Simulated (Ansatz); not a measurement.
Input of an Ansatz 0.2.0 run:

The input input.yaml:

```yaml
crystal:
  lattice:
    - [0.0, 2.1554, 2.1554]
    - [2.1554, 0.0, 2.1554]
    - [2.1554, 2.1554, 0.0]
  atoms:
    - { symbol: Fe, position: [0.0, 0.0, 0.0], spin: 3.0 }
    - { symbol: O, position: [0.5, 0.5, 0.5] }
kpoints:
  mp_grid: { grid: [11, 11, 11] }
  band_path:
    path:
      - [0.0, 0.0, 0.0]
      - [0.5, 0.0, 0.5]
      - [0.5, 0.25, 0.75]
      - [0.375, 0.375, 0.75]
      - [0.0, 0.0, 0.0]
      - [0.5, 0.5, 0.5]
      - [0.625, 0.25, 0.625]
      - [0.5, 0.25, 0.75]
    npoints: 10
scf:
  occupations: { method: fermi_dirac, width: 0.05 }
hamiltonian:
  xc: lda
  pseudopotentials: { kind: all_electron, lapw: { basis_error: 0.001 } }
magnetization:
  spin_polarized: true
output:
  forces: true
  stress: true
  eigenvalues: true
```

Potentials or basis: all-electron LAPW, scalar-relativistic.

Run with:

```console
$ ansatz run input.yaml --threads 2 --pin off --max-ram 6144MiB --backend cpu --events-out ev --progress --plain --runs-dir out
```

Q: Estimate the absolute moment.

A: 4.00 μB per cell.

Q: Predict the net moment.

A: 4.00 μB per cell.

Q: Predict the site moments.

A: Fe +3.59; O +0.34 μB.

Levels at the corners of the path, in eV from the Fermi level:
Spin up:
```
point  band 12  band 13  band 14  band 15  band 16  band 17
    Γ    -3.74    -3.47    -3.47     0.08    15.12    16.86
    X    -2.61    -2.61    -2.55     5.13     8.57    10.68
    W    -2.68    -2.61    -1.56     7.30     8.84     8.84
    K    -2.48    -2.26    -1.54     6.63     8.59     8.62
    Γ    -3.74    -3.47    -3.47     0.08    15.12    16.86
    L    -2.35    -0.19    -0.19     3.95     8.34    12.31
    U    -2.48    -2.26    -1.54     6.63     8.59     8.62
    W    -2.68    -2.61    -1.56     7.30     8.84     8.84
```
Spin down:
```tsv
point	band 7	band 8	band 9	band 10	band 11	band 12	band 13	band 14
Γ	-3.25	-3.25	-3.25	-0.74	-0.74	-0.74	0.01	0.01
X	-6.87	-4.42	-4.42	-2.14	0.56	0.77	0.77	1.01
W	-6.09	-6.09	-5.57	-0.03	-0.03	0.78	0.91	1.66
K	-6.49	-6.13	-4.87	-0.81	0.59	0.69	1.16	1.62
Γ	-3.25	-3.25	-3.25	-0.74	-0.74	-0.74	0.01	0.01
L	-8.03	-5.20	-5.20	0.41	0.41	0.62	2.69	2.69
U	-6.49	-6.13	-4.87	-0.81	0.59	0.69	1.16	1.62
W	-6.09	-6.09	-5.57	-0.03	-0.03	0.78	0.91	1.66
```

Caveat: a cell with one magnetic atom can't hold antiferromagnetic order, which such compounds often take; semilocal functionals often make such compounds metallic where correlation or magnetic order opens a gap, which also shifts bond lengths.

**What was measured.**

“W\"ustite: Electric, thermodynamic and optical properties of FeO”, 2012, arxiv:1203.1201 quotes, for a bulk crystal of FeO: band gap 2.4 eV (optical).

Against the measured gap of FeO, 2.4 eV (optical; quoted in “W\"ustite: Electric, thermodynamic and optical properties of FeO”, 2012, arxiv:1203.1201), the calculated 0.00 eV is off by -2.40 eV. So large a miss can be the level of theory's own, or it may mean another phase, state or a wrong row. The value is that of LDA, without temperature or zero-point motion. Semilocal functionals fall short of measured gaps as a rule. The run's magnetic order (collinear spin, ferromagnetic start) needn't be the measured crystal's.
